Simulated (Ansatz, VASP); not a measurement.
# One calculation of SiC (Moissanite 3C), two programs

```
Si C
1.0
     0.00000    2.17900    2.17900
     2.17900    0.00000    2.17900
     2.17900    2.17900    0.00000
Si C
1 1
Direct
  0.00000 0.00000 0.00000
  0.75000 0.75000 0.75000
```

Alike in both runs: task relaxation of cell and atoms; functional HF; k mesh 5 × 5 × 5; occupations fermi-dirac, width 0.05 eV; no spin polarisation.

```csv
,VASP,Ansatz
version,VASP 6.6.1,Ansatz 0.2.0
potentials or method,"VASP PAW PBE potentials, release 64 (Si, C)",Ansatz PAW
plane-wave cutoff (eV),600,420
valence electrons in the cell,8,8
```

```csv
,VASP,Ansatz,Ansatz less VASP
"gap on the k mesh at the Fermi level, each at its own relaxed structure (eV)",9.43,9.29,-0.137
relaxed volume (Å³/atom),10.35,10.41,+0.063
relaxed cell length with the largest relative difference (Å),3.082,3.088,+0.0062
```

Caveats: the k mesh is coarse (spacing up to 0.50 Å⁻¹), so the values aren't converged, least of all with exact exchange; the relaxation stopped at its first step, so nothing moved (VASP); the PAW data sets were made with another functional, which shifts forces and pressure a little (VASP); an odd mesh through Γ misses points on the zone boundary, where band edges often lie (VASP); odd divisions of the mesh miss points on the zone boundary, where band edges often lie, so the gap on the mesh can be too wide (Ansatz); the plane-wave basis is chosen anew once the cell has moved, so the energies of steps on either side of that aren't comparable (Ansatz); the PAW data sets come from PBE, with cores solved anew for the run's functional, which leaves a small shift of forces and pressure (Ansatz).
